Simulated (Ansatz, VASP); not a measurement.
## TiAl: VASP beside Ansatz

INCAR

```
PREC     = Accurate       # precision mode
ENCUT    = 520            # plane-wave cutoff, eV
EDIFF    = 1E-6           # SCF threshold, eV
ISMEAR   = 0              # smearing method
SIGMA    = 0.012          # smearing width, eV
LREAL    = F              # projectors in reciprocal space
LASPH    = T              # aspherical terms in the spheres
NELM     = 80             # most SCF steps
ALGO     = Normal         # electronic algorithm
ISIF     = 2              # what is computed and relaxed
LWAVE    = F              # write WAVECAR
LCHARG   = T              # write CHGCAR
GGA      = PE             # functional
LELF     = T              # ELF
LVHAR    = T            
NBANDS   = 14             # bands
```

The input KPOINTS:

```
regular mesh
0
Gamma
  8 8 8
```

File POSCAR:

```
TiAl
1.0
    3.1790640000      0.0000000000      0.0000000000
    0.0000000000      3.1790640000      0.0000000000
    0.0000000000      0.0000000000      3.1790640000
Ti Al
1 1
Direct
    0.0000000000      0.0000000000      0.0000000000
    0.5000000000      0.5000000000      0.5000000000
```

File input.yaml:

```yaml
crystal:
  lattice:
    - [3.179064, 0.0, 0.0]
    - [0.0, 3.179064, 0.0]
    - [0.0, 0.0, 3.179064]
  atoms:
    - { symbol: Ti, position: [0.0, 0.0, 0.0] }
    - { symbol: Al, position: [0.5, 0.5, 0.5] }
hamiltonian:
  xc: pbe
  pseudopotentials: { kind: paw }
kpoints:
  mp_grid: { grid: [8, 8, 8] }
scf:
  occupations: { method: gaussian, width: 0.012 }
output:
  forces: true
  stress: true
  eigenvalues: true
  write_density: true
  write_potential: true
  elf: true
  volumetric_format: npy
```

The cell comes from a database or a generator and needn't be the stable form of this composition.

Alike in both runs: task single point; functional PBE; k mesh 8 × 8 × 8; occupations gaussian, width 0.012 eV; no spin polarisation.

```csv
,VASP,Ansatz
version,VASP 6.6.1,Ansatz 0.2.0
potentials or method,"VASP PAW PBE potentials, release 64 (Ti_sv, Al)",Ansatz PAW
plane-wave cutoff (eV),520,420
valence electrons in the cell,15,15
```

Ansatz gave:

* gap on the k mesh at the Fermi level (eV): none
* pressure (GPa): 0.7

Problem. What did VASP give for the same quantities?

Solution. gap on the k mesh at the Fermi level (eV): none; pressure (GPa): 0.6.

A gap of «none» marks a metal or a gap that the smearing closes. The functional is the same, so the differences come from potentials, cutoffs and numerics.
